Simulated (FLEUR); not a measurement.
The system is Zn.

```
Zn
1.0
     2.67000    0.00000    0.00000
    -1.33500    2.31229    0.00000
     0.00000    0.00000    4.96600
Zn
2
Direct
  0.66667 0.33333 0.75000
  0.33333 0.66667 0.25000
```

```yaml
Program: FLEUR MaX-R8.1 (later development tree)
Task: single point
Functional: PBEsol
Potentials_or_basis: all-electron
Basis: FLAPW
Kmax: 4.32 1/bohr
k_mesh: 11 × 11 × 6
Occupations: fermi-dirac, width 0.05 eV
Spin: no spin polarisation
Gmax: 13.4 1/bohr
Muffin-tin_radii: Zn 2.27 bohr
lmax: Zn 9
lnonsphr: Zn 9
Local_orbitals_a_species: Zn 6
Max_iterations: 60
Mixing_factor: 0.05
Mixer: Anderson
Mixer_history: 15
```

On this cell: largest force under 0.003 eV/Å; band gap on the k mesh none (metal or under the smearing width).

The same run follows on a disturbed copy (atoms moved at random, drawn with an rms of 0.05 Å):

```
Zn
1.0
     2.67000    0.00000    0.00000
    -1.33500    2.31229    0.00000
     0.00000    0.00000    4.96600
Zn
2
Direct
  0.66542 0.31974 0.74893
  0.32257 0.68013 0.25107
```

Task: What does the disturbed cell give?

Result: The energy (extrapolated to zero smearing) moves by +1.0 meV/atom; largest force 0.045 eV/Å; band gap on the k mesh none (metal or under the smearing width).

Forces on the atoms (eV/Å):
```
Zn  -0.026  0.031  0.020
Zn   0.026 -0.031 -0.020
```
